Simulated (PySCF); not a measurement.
Propanoic acid, C3H6O2.
Bonds: C1–C2, C2–C3, C3–O4 (double), C3–O5. Hydrogens: H6, H7, H8 on C1; H9, H10 on C2; H11 on O5.

Theory: core-valence-separated Tamm–Dancoff BHandHLYP/aug-pcX-1 (pcseg-1 on H) in PySCF, non-relativistic, gas phase, PBE0-D3(BJ)/def2-SVP geometry. Absolute energies from this functional tend to lie a few eV below measured edges; no shift was applied.

**Question.** What does the C 1s absorption edge look like?

**Answer.** 
```tsv
E (eV)	f	core hole on	main final orbital	polarisation
285.09	0.0884	C3	LUMO+3 (56 %)	normal to the local trigonal plane
285.47	0.0084	C1	LUMO+1 (54 %)	–
285.66	0.0057	C2	LUMO+3 (78 %)	–
285.96	0.0143	C2	LUMO (55 %)	–
286.27	0.0266	C1	spread	–
286.31	0.0217	C1	LUMO+3 (49 %)	–
286.49	0.0086	C1	LUMO+4 (54 %)	–
286.55	0.0027	C1	LUMO (43 %)	–
286.92	0.0297	C2	LUMO+4 (56 %)	–
287.21	0.0031	C2	LUMO+1 (69 %)	–
287.34	0.0035	C1	LUMO+2 (30 %)	–
287.39	0.0119	C2	LUMO+2 (69 %)	–
288.02	0.0023	C2	LUMO+5 (55 %)	–
288.02	0.0100	C1	LUMO+8/LUMO+9 (2 roots, f summed)	–
```

The first line with a tenth or more of the strongest one's intensity is at 285.09 eV (f = 0.088), with the hole on C3 (carboxylic acid carbon), polarised normal to the local trigonal plane: a 1s→π* resonance. It is also the strongest listed.

**Question.** What does the O 1s absorption edge look like?

**Answer.** 
```tsv
E (eV)	f	core hole on	main final orbital	polarisation
529.56	0.0455	O4	LUMO+3 (50 %)	normal to the local trigonal plane
533.20	0.0026	O4	LUMO (68 %)	in the local trigonal plane
533.30	0.0244	O5	LUMO (45 %)	–
533.35	0.0189	O5	LUMO+3 (50 %)	–
534.02	0.0037	O4	LUMO+1 (66 %)	in the local trigonal plane
534.57	0.0020	O4	LUMO+2 (63 %)	in the local trigonal plane
534.61	0.0012	O4	LUMO+4 (45 %)	normal to the local trigonal plane
535.20	0.0003	O4	LUMO+5 (50 %)	–
535.44	0.0070	O5	LUMO (40 %)	–
535.53	0.0011	O4	LUMO+6 (49 %)	in the local trigonal plane
535.69	0.0004	O4	LUMO+7 (66 %)	–
```

The first line with a tenth or more of the strongest one's intensity is at 529.56 eV (f = 0.045), with the hole on O4 (acid carbonyl oxygen), polarised normal to the local trigonal plane: a 1s→π* resonance. It is also the strongest listed.

Roots within 0.03 eV whose holes lie on the same, on equivalent or on shared atoms are summed into one line, and the highest roots are left out, as the search may have cut off their partners. Final orbitals are the ground state's empty Kohn–Sham orbitals. A dash: too weak, shared between unlike atoms, or no plane or axis to refer to.

**Question.** What length of transition dipole belongs to the line at 286.31 eV?

**Answer.** From f = (2/3) ΔE |μ|² in atomic units, with ΔE = 10.522 Eh and f = 0.0217: |μ| = 0.056 au = 0.14 D.

The ionisation thresholds weren't computed; near and above them a finite basis only mimics Rydberg series and continuum.

Cost: about 28 s of CPU time on one thread; the machine was shared, so the figure is rough.

The values belong to the conformer `[CH3:1][CH2:2][C:3](=[O:4])[OH:5]`: C1–C2–C3–O4 1°, H–O5–C3–C2 180°.
